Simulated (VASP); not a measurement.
# Nd (P6_3/mmc) in VASP: further runs

One crystal, Nd, is run at these levels: PBEsol; tasks: single point.

Program: VASP 6.6.1. These are calculated values, not measurements. Logs are shortened: lines on timing, memory, paths and dates and some standing lists are left out, and cuts for length are marked.

## 1. Starting point

It takes space group P6_3/mmc (No. 194, hexagonal). Conventional cell: a = 3.657 Å, b = 3.657 Å, c = 5.902 Å, α = 90.00°, β = 90.00°, γ = 120.00°. Nd (site symmetry -6m2) has 12 Nd at 3.63 to 3.66 Å as nearest neighbours.

This isn't the form of Nd at room conditions, which is double hcp.

## 2. Single point, PBEsol, collinear spin, ferromagnetic start

Contents of INCAR:

```
SYSTEM = Nd
  ADDGRID = .FALSE.
  ALGO = Normal
  EDIFF = 1E-6
  ENCUT = 400
  GGA = PS
  ISIF = 2
  ISMEAR = 1
  ISPIN = 2
  LASPH = .TRUE.
  LCHARG = .FALSE.
  LMAXMIX = 6
  LORBIT = 11
  LREAL = .FALSE.
  LWAVE = .FALSE.
  MAGMOM = 3 3
  NBANDS = 25
  NELM = 100
  PREC = Accurate
  SIGMA = 0.2
```

Contents of KPOINTS:

```
k-points
0
G
  4 4 2
  0 0 0
```

Contents of POSCAR:

```
Nd
1.0
    3.6570000000      0.0000000000      0.0000000000
   -1.8285000000      3.1670549016      0.0000000000
    0.0000000000      0.0000000000      5.9020000000
Nd
2
Direct
    0.6666666667      0.3333333333      0.7500000000
    0.3333333333      0.6666666667      0.2500000000
```

Potentials or basis: VASP PAW PBE potentials, release 64 (Nd).

On the command line:

```console
cat potpaw_PBE.64/Nd/POTCAR > POTCAR
mpirun -np 1 vasp_std > vasp.out
```

OUTCAR:

```text
SYSTEM = Nd
   EDIFF = 1E-6
   ENCUT = 400
   GGA = PS
   ISIF = 2
   ISMEAR = 1
   ISPIN = 2
   LASPH = .TRUE.
   LORBIT = 11
   LREAL = .FALSE.
   NELM = 100
   PREC = Accurate

 Found      8 irreducible k-points:

 Following reciprocal coordinates:
            Coordinates               Weight
  0.000000  0.000000  0.000000      1.000000
  0.250000  0.000000  0.000000      6.000000
  0.500000  0.000000  0.000000      3.000000
  0.250000  0.250000  0.000000      6.000000
  0.000000  0.000000  0.500000      1.000000
  0.250000  0.000000  0.500000      6.000000
   k-points           NKPTS =      8   k-points in BZ     NKDIM =      8   number of bands    NBANDS=     25
   number of dos      NEDOS =    301   number of ions     NIONS =      2
   total plane-waves  NPLWV =  23040
   dimension x,y,z NGX =    24 NGY =   24 NGZ =   40
   dimension x,y,z NGXF=    48 NGYF=   48 NGZF=   80
   ions per type =               2
   NGX,Y,Z   is equivalent  to a cutoff of  10.91, 10.91, 11.27 a.u.
   NGXF,Y,Z  is equivalent  to a cutoff of  21.82, 21.82, 22.53 a.u.
 SYSTEM =  Nd
   PREC   = accura    normal or accurate (medium, high low for compatibility)
   ISTART =      0    job   : 0-new  1-cont  2-samecut
   ICHARG =      2    charge: 1-file 2-atom 10-const
   ISPIN  =      2    spin polarized calculation?
   LNONCOLLINEAR =      F non collinear calculations
   LSORBIT =      F    spin-orbit coupling
   LASPH  =      T    aspherical Exc in radial PAW
   ENCUT  =  400.0 eV  29.40 Ry    5.42 a.u.   5.96  5.96  9.62*2*pi/ulx,y,z
   NELM   =    100;   NELMIN=  2; NELMDL= -5     # of ELM steps
   EDIFF  = 0.1E-05   stopping-criterion for ELM
   LREAL  =      F    real-space projection
   EDIFFG = 0.1E-04   stopping-criterion for IOM
   NSW    =      0    number of steps for IOM
   IBRION =     -1    ionic relax: 0-MD 1-quasi-New 2-CG
   NFREE  =      0    steps in history (QN), initial steepest desc. (CG)
   ISIF   =      2    stress and relaxation
   ISYM   =      2    0-nonsym 1-usesym 2-fastsym
   POTIM  = 0.5000    time-step for ionic-motion
   TEBEG  =    0.0;   TEEND  =   0.0 temperature during run
   PSTRESS=    0.0 pullay stress
   NELECT =      28.0000    total number of electrons
   NUPDOWN=      -1.0000    fix difference up-down
   EMIN   =  10.00;   EMAX   =-10.00  energy-range for DOS
   EFERMI =   0.00;   METHOD = LEGACY
   ISMEAR =     1;   SIGMA  =   0.20  broadening in eV -4-tet -1-fermi 0-gaus
   EFERMI_NEDOS =   21; number of points for ismear=-14 and -15
   IALGO  =     38    algorithm
   IMIX   =      4    mixing-type and parameters
     AMIX     =   0.40;   BMIX     =  1.00
     AMIX_MAG =   1.60;   BMIX_MAG =  1.00
  volume/ion in A,a.u.               =      34.18       230.65
  Fermi-wavevector in a.u.,A,eV,Ry     =   1.215815  2.297558 20.112224  1.478207
  Thomas-Fermi vector in A             =   2.351190
   LORBIT       =     11    0 simple, 1 ext, 2 COOP (PROOUT), +10 PAW based schemes
   GGA     = PS    functional components
   LHFCALC =     F    Hartree Fock is set to
   AEXX    =    0.0000 exact exchange contribution
   IVDW    =     0    specifies the selected vdW correction
   LEPSILON=     F    determine dielectric tensor
   LRPA    =     F    only Hartree local field effects (RPA)
 spin polarized calculation
 Methfessel and Paxton  Order N= 1 SIGMA  =   0.20
  energy-cutoff  :      400.00
  volume of cell :       68.36
 maximum number of plane-waves:      1252
 NGX is ok and might be reduce to    24
   NGX = 11   NGY = 11   NGZ = 19

 number of electron      28.0000009 magnetization       8.1525391

 Free energy of the ion-electron system (eV)
  ---------------------------------------------------
  ext. energy  EPLUGINS =         0.00000000
  ---------------------------------------------------
  free energy    TOTEN  =       -13.44970759 eV

  energy without entropy =      -13.49969858  energy(sigma->0) =      -13.46637126

 E-fermi :   4.4574     XC(G=0): -10.0262

 val. band max:        4.4555564238   @ k =   0.5000   0.0000   0.0000
 cond. band min:       4.4799950156   @ k =   0.2500   0.0000   0.0000
 fundamental gap:      0.0244385918
 Fermi energy:         4.4574036064

 spin component 1

 k-point     1 :       0.0000    0.0000    0.0000
  band No.  band energies     occupation
      1     -32.8300      1.00000
      2     -32.6815      1.00000
      3     -14.6166      1.00000
      4     -13.6360      1.00000
      5     -13.6360      1.00000
      6     -13.4743      1.00000
[... 17 lines left out ...]
     24       4.9332     -0.00196
     25       6.1443     -0.00000

 k-point     2 :       0.2500    0.0000    0.0000
  band No.  band energies     occupation
      1     -32.7664      1.00000
      2     -32.6550      1.00000
      3     -14.4059      1.00000
      4     -14.1009      1.00000
      5     -13.9352      1.00000
      6     -13.7755      1.00000
[... 17 lines left out ...]
     24       4.9283     -0.00217
     25       5.2707     -0.00000

 k-point     3 :       0.5000    0.0000    0.0000
  band No.  band energies     occupation
      1     -32.6892      1.00000
      2     -32.6409      1.00000
      3     -14.5416      1.00000
      4     -14.3401      1.00000
      5     -14.0878      1.00000
      6     -13.9014      1.00000
[... 17 lines left out ...]
     24       5.0668     -0.00007
     25       5.0690     -0.00007

 k-point     4 :       0.2500    0.2500    0.0000
  band No.  band energies     occupation
      1     -32.6901      1.00000
      2     -32.6403      1.00000
      3     -14.3536      1.00000
      4     -14.2661      1.00000
      5     -14.0947      1.00000
      6     -14.0016      1.00000
[... 17 lines left out ...]
     24       4.9579     -0.00114
     25       4.9864     -0.00059

 k-point     5 :       0.0000    0.0000    0.5000
  band No.  band energies     occupation
      1     -32.7557      1.00000
      2     -32.7557      1.00000
      3     -14.0421      1.00000
      4     -14.0421      1.00000
      5     -13.5557      1.00000
      6     -13.5557      1.00000
[... 17 lines left out ...]
     24       4.6719     -0.03111
     25       5.8371     -0.00000

 k-point     6 :       0.2500    0.0000    0.5000
  band No.  band energies     occupation
      1     -32.7108      1.00000
      2     -32.7108      1.00000
      3     -14.2398      1.00000
      4     -14.2398      1.00000
      5     -13.7348      1.00000
      6     -13.7348      1.00000
[... 17 lines left out ...]
     24       4.7991     -0.01819
     25       5.3751     -0.00000

 [... further k-points ...]

 spin component 2

 k-point     1 :       0.0000    0.0000    0.0000
  band No.  band energies     occupation
      1     -31.2014      1.00000
      2     -31.0389      1.00000
      3     -13.3612      1.00000
      4     -12.3159      1.00000
      5     -12.3159      1.00000
      6     -12.1445      1.00000
[... 17 lines left out ...]
     24       7.4173     -0.00000
     25       7.4350     -0.00000

 k-point     2 :       0.2500    0.0000    0.0000
  band No.  band energies     occupation
      1     -31.1323      1.00000
      2     -31.0105      1.00000
      3     -13.1343      1.00000
      4     -12.8113      1.00000
      5     -12.6324      1.00000
      6     -12.4652      1.00000
[... 17 lines left out ...]
     24       7.1210     -0.00000
     25       7.4020     -0.00000

 k-point     3 :       0.5000    0.0000    0.0000
  band No.  band energies     occupation
      1     -31.0485      1.00000
      2     -30.9953      1.00000
      3     -13.2793      1.00000
      4     -13.0573      1.00000
      5     -12.7911      1.00000
      6     -12.5990      1.00000
[... 17 lines left out ...]
     24       7.0861     -0.00000
     25       7.1713     -0.00000

 k-point     4 :       0.2500    0.2500    0.0000
  band No.  band energies     occupation
      1     -31.0492      1.00000
      2     -30.9948      1.00000
      3     -13.0841      1.00000
      4     -12.9796      1.00000
      5     -12.7992      1.00000
      6     -12.7007      1.00000
[... 17 lines left out ...]
     24       7.0284     -0.00000
     25       7.0645     -0.00000

 k-point     5 :       0.0000    0.0000    0.5000
  band No.  band energies     occupation
      1     -31.1210      1.00000
      2     -31.1210      1.00000
      3     -12.7477      1.00000
      4     -12.7477      1.00000
      5     -12.2307      1.00000
      6     -12.2307      1.00000
[... 17 lines left out ...]
     24       7.0939     -0.00000
     25       7.3365     -0.00000

 k-point     6 :       0.2500    0.0000    0.5000
  band No.  band energies     occupation
      1     -31.0719      1.00000
      2     -31.0719      1.00000
      3     -12.9575      1.00000
      4     -12.9575      1.00000
      5     -12.4169      1.00000
      6     -12.4169      1.00000
[... 17 lines left out ...]
     24       7.0597     -0.00000
     25       7.1963     -0.00000

 [... further k-points ...]

------------------------ aborting loop because EDIFF is reached ----------------------------------------

  FORCE on cell =-STRESS in cart. coord.  units (eV):
  Direction    XX          YY          ZZ          XY          YZ          ZX
  --------------------------------------------------------------------------------------
  -------------------------------------------------------------------------------------
  Total       -1.3254308     -1.3254308     -1.8306699      0.0000000      0.0000000      0.0000000
  in kB      -31.0661820    -31.0661820    -42.9082562      0.0000000      0.0000000      0.0000000
  external PRESSURE =     -35.0135400 kB  Pullay stress =       0.0000000 kB

 VOLUME and BASIS-vectors are now :
 -----------------------------------------------------------------------------
  energy-cutoff  :      400.00
  volume of cell :       68.36
      direct lattice vectors                 reciprocal lattice vectors
     3.657000000  0.000000000  0.000000000     0.273448182  0.157875381  0.000000000
    -1.828500000  3.167054902  0.000000000     0.000000000  0.315750762  0.000000000
     0.000000000  0.000000000  5.902000000     0.000000000  0.000000000  0.169434090

 POSITION                                       TOTAL-FORCE (eV/Angst)
 -----------------------------------------------------------------------------------
      1.82850      1.05568      4.42650         0.000000     -0.000000      0.000000
     -0.00000      2.11137      1.47550        -0.000000      0.000000      0.000000
 -----------------------------------------------------------------------------------
    total drift:                               -0.000000      0.000000     -0.000000

  FREE ENERGIE OF THE ION-ELECTRON SYSTEM (eV)
  ---------------------------------------------------
  free  energy   TOTEN  =       -13.4497075920 eV

  energy  without entropy=      -13.4996985822  energy(sigma->0) =      -13.46637126

 total charge

# of ion       s       p       d       f       tot
--------------------------------------------------
    1        2.011   5.331   0.560   3.260  11.163
    2        2.011   5.331   0.560   3.260  11.163
--------------------------------------------------
tot          4.022  10.662   1.121   6.520  22.325

 magnetization (x)

# of ion       s       p       d       f       tot
--------------------------------------------------
    1       -0.000  -0.088   0.194   3.232   3.337
    2       -0.000  -0.088   0.194   3.232   3.337
--------------------------------------------------
tot         -0.001  -0.176   0.387   6.464   6.674
```

Run time: 30 s. Hardware: 1 thread of Intel Xeon 6975P-C (Granite Rapids), shared host; peak memory 0.18 GiB.

These settings aren't checked as converged: the numbers below hold their error.

What came out:

* Free energy: -13.4497 eV
* Pressure: -3.5 GPa
* Band gap on the k mesh: none (metal or under the smearing width)
* Net moment: 8.15 μB per cell
* Site moments: Nd +3.34 μB
* Valence electrons inside the program's atomic spheres: Nd 11.16

Caveat: the k mesh is coarse (spacing up to 0.53 Å⁻¹), so the values aren't converged; the cutoff is under 1.25 times the usual one of these potentials, so pressure, stress and relaxed cells hold a basis-set (Pulay) error; the magnetic or orbital state may not be the lowest; the PAW data sets were made with another functional, which shifts forces and pressure a little; spin-orbit coupling is left out, which moves the levels of the heavy elements.

## 3. Single point, PBEsol, collinear spin, ferromagnetic start

INCAR is that of step 2.

KPOINTS is that of step 2.

Contents of POSCAR:

```
Nd
1.0
    3.6570000000      0.0000000000      0.0000000000
   -1.8285000000      3.1670549016      0.0000000000
    0.0000000000      0.0000000000      5.9020000000
Nd
2
Direct
    0.6610320000      0.3594110000      0.7523530000
    0.3385870000      0.6732530000      0.2642130000
```

Potentials or basis: VASP PAW PBE potentials, release 64 (Nd).

On the command line:

```console
cat potpaw_PBE.64/Nd/POTCAR > POTCAR
mpirun -np 1 vasp_std > vasp.out
```

OUTCAR:

```text
SYSTEM = Nd
   EDIFF = 1E-6
   ENCUT = 400
   GGA = PS
   ISIF = 2
   ISMEAR = 1
   ISPIN = 2
   LASPH = .TRUE.
   LORBIT = 11
   LREAL = .FALSE.
   NELM = 100
   PREC = Accurate

 Found     20 irreducible k-points:

 Following reciprocal coordinates:
            Coordinates               Weight
  0.000000  0.000000  0.000000      1.000000
  0.250000  0.000000  0.000000      2.000000
  0.000000  0.250000  0.000000      2.000000
 -0.250000  0.250000  0.000000      2.000000
  0.500000  0.000000  0.000000      1.000000
  0.000000  0.500000  0.000000      1.000000
   k-points           NKPTS =     20   k-points in BZ     NKDIM =     20   number of bands    NBANDS=     25
   number of dos      NEDOS =    301   number of ions     NIONS =      2
   total plane-waves  NPLWV =  23040
   dimension x,y,z NGX =    24 NGY =   24 NGZ =   40
   dimension x,y,z NGXF=    48 NGYF=   48 NGZF=   80
   ions per type =               2
   NGX,Y,Z   is equivalent  to a cutoff of  10.91, 10.91, 11.27 a.u.
[... 406 lines left out ...]
     24       7.0850     -0.00000
     25       7.0979     -0.00000

 [... further k-points ...]

------------------------ aborting loop because EDIFF is reached ----------------------------------------

  FORCE on cell =-STRESS in cart. coord.  units (eV):
  Direction    XX          YY          ZZ          XY          YZ          ZX
  --------------------------------------------------------------------------------------
  -------------------------------------------------------------------------------------
  Total       -0.9282085     -0.9836406     -1.3428117     -0.0291587      0.0284194     -0.0341310
  in kB      -21.7558662    -23.0551150    -31.4735664     -0.6834368      0.6661088     -0.7999811
  external PRESSURE =     -25.4281825 kB  Pullay stress =       0.0000000 kB

 VOLUME and BASIS-vectors are now :
 -----------------------------------------------------------------------------
  energy-cutoff  :      400.00
  volume of cell :       68.36
      direct lattice vectors                 reciprocal lattice vectors
     3.657000000  0.000000000  0.000000000     0.273448182  0.157875381  0.000000000
    -1.828500000  3.167054902  0.000000000     0.000000000  0.315750762  0.000000000
     0.000000000  0.000000000  5.902000000     0.000000000  0.000000000  0.169434090

 POSITION                                       TOTAL-FORCE (eV/Angst)
 -----------------------------------------------------------------------------------
      1.76021      1.13827      4.44039         0.075716     -0.055786      0.022497
      0.00717      2.13223      1.55939        -0.075716      0.055786     -0.022497
 -----------------------------------------------------------------------------------
    total drift:                                0.000002      0.000032     -0.000125

  FREE ENERGIE OF THE ION-ELECTRON SYSTEM (eV)
  ---------------------------------------------------
  free  energy   TOTEN  =       -13.4534478302 eV

  energy  without entropy=      -13.5045079391  energy(sigma->0) =      -13.47046787

 total charge

# of ion       s       p       d       f       tot
--------------------------------------------------
    1        2.011   5.332   0.560   3.260  11.164
    2        2.011   5.332   0.560   3.260  11.164
--------------------------------------------------
tot          4.023  10.665   1.120   6.520  22.328

 magnetization (x)

# of ion       s       p       d       f       tot
--------------------------------------------------
    1       -0.000  -0.088   0.192   3.232   3.336
    2       -0.000  -0.088   0.192   3.232   3.336
--------------------------------------------------
tot         -0.000  -0.176   0.384   6.464   6.672
```

OSZICAR:

```text
N       E                     dE             d eps       ncg     rms          rms(c)
DAV:   1     0.288082655712E+03    0.28808E+03   -0.84345E+03  2320   0.217E+03
DAV:   2     0.289022015946E+02   -0.25918E+03   -0.25031E+03  2778   0.374E+02
DAV:   3    -0.980246794826E+01   -0.38705E+02   -0.36238E+02  3512   0.183E+02
[... 36 lines left out ...]
DAV:  40    -0.134529738660E+02   -0.45139E-04   -0.14060E-03  3711   0.365E-01    0.119E-01
DAV:  41    -0.134532049735E+02   -0.23111E-03   -0.58734E-04  3767   0.238E-01    0.110E-01
DAV:  42    -0.134532865936E+02   -0.81620E-04   -0.55840E-04  3768   0.224E-01    0.977E-02
DAV:  43    -0.134534153750E+02   -0.12878E-03   -0.13009E-04  3754   0.123E-01    0.637E-02
DAV:  44    -0.134534477028E+02   -0.32328E-04   -0.50970E-05  3204   0.797E-02    0.564E-02
DAV:  45    -0.134534478302E+02   -0.12737E-06   -0.47549E-06  2489   0.387E-02
   1 F= -.13453448E+02 E0= -.13470468E+02  d E =0.510601E-01  mag=     8.1267
```

stdout:

```text
POSCAR found type information on POSCAR Nd
 POSCAR found :  1 types and       2 ions
 scaLAPACK will be used
 -----------------------------------------------------------------------------
|                                                                             |
|                                                                             |
|     You enforced a specific xc type in the INCAR file but a different       |
|     I HOPE YOU KNOW WHAT YOU ARE DOING!                                     |
|                                                                             |
 -----------------------------------------------------------------------------

 LDA part: xc-table for (Slater+PW92), standard interpolation
 POSCAR, INCAR and KPOINTS ok, starting setup
 FFT: planning ... GRIDC
 FFT: planning ... GRID_SOFT
 FFT: planning ... GRID
 WAVECAR not read
 entering main loop
```

Run time: 79 s. Hardware: 1 thread of Intel Xeon 6975P-C (Granite Rapids), shared host; peak memory 0.2 GiB.

These settings aren't checked as converged: the numbers below hold their error.

What came out:

```
Free energy                                           : -13.4534 eV
Pressure                                              : -2.5 GPa
Largest force                                         : 0.097 eV/Å
Band gap on the k mesh                                : none (metal or under the smearing width)
Net moment                                            : 8.13 μB per cell
Site moments                                          : Nd +3.34 μB
Valence electrons inside the program's atomic spheres : Nd 11.16
```

Caveat: the k mesh is coarse (spacing up to 0.53 Å⁻¹), so the values aren't converged; the cutoff is under 1.25 times the usual one of these potentials, so pressure, stress and relaxed cells hold a basis-set (Pulay) error; the magnetic or orbital state may not be the lowest; the PAW data sets were made with another functional, which shifts forces and pressure a little; spin-orbit coupling is left out, which moves the levels of the heavy elements.

## 4. For comparison

An earlier run on the cell as given: functional PBE; potentials or basis VASP PAW PBE potentials, release 64 (Nd); cutoff 520 eV; k mesh 8 × 8 × 5; occupations fermi-dirac, width 0.05 eV; collinear spin, ferromagnetic start; starting moments [3.0, 3.0] μB.

- Pressure: 0.4 GPa
- Band gap on the k mesh: none (metal or under the smearing width)
- Net moment: 8.23 μB per cell
- Site moments: Nd +3.36 μB
- Valence electrons inside the program's atomic spheres: Nd 11.21
